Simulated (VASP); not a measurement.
# VASP 6.6.1 run: SnTe

INCAR

```
NSW = 0
MAGMOM = 1
IBRION = -1
LWAVE = .FALSE.
ISPIN = 2
PREC = Accurate
SIGMA = 0.02
NBANDS = 17
ENCUT = 520
LCHARG = .FALSE.
EDIFF = 1E-7
GGA = PE
ISIF = 2
ISMEAR = -1
LASPH = .TRUE.
NELM = 92
LREAL = .FALSE.
```

KPOINTS

```
KPOINTS created by Atomic Simulation Environment
0
Gamma
8 8 8
0 0 0
```

POSCAR

```
Sn Te
 1.0000000000000000
     0.0000000000000000    3.0936504350999998    3.2004528642999999
     3.0936504350999998    0.0000000000000000    3.2004528642999999
     3.0936504350999998    3.0936504350999998    0.0000000000000000
 Sn  Te
   1   1
Cartesian
  0.0000000000000000  0.0000000000000000  0.0000000000000000
  3.0936504350999998  3.0936504350999998  3.2004528642999994
```

The recommended PBE PAW datasets give the neutral cell 20 valence electrons.

Command

```
mpirun -np 1 vasp_std
```

Task: Predict the outcome of this run.

Result: VASP stopped before the first electronic step.

Standard output (part)

```
POSCAR found type information on POSCAR SnTe
 POSCAR found :  2 types and       2 ions
|     EEEEEEE  RRRRRR   RRRRRR   OOOOOOO  RRRRRR      ###     ###     ###     |
|     E        R     R  R     R  O     O  R     R     ###     ###     ###     |
|     E        R     R  R     R  O     O  R     R     ###     ###     ###     |
|     EEEEE    RRRRRR   RRRRRR   O     O  RRRRRR       #       #       #      |
|     E        R    R   R    R   O     O  R    R      ###     ###     ###     |
|     EEEEEEE  R     R  R     R  OOOOOOO  R     R     ###     ###     ###     |
|     ERROR: You have set 1 value(s) for MAGMOM; however for                  |
|     spin-polarized calculations (ISPIN=2), MAGMOM has to be a list of       |
|     NIONS values. NIONS=2 in your calculation.                              |
|       ---->  I REFUSE TO CONTINUE WITH THIS SICK JOB ... BYE!!! <----       |
```

The fault: too few starting moments.
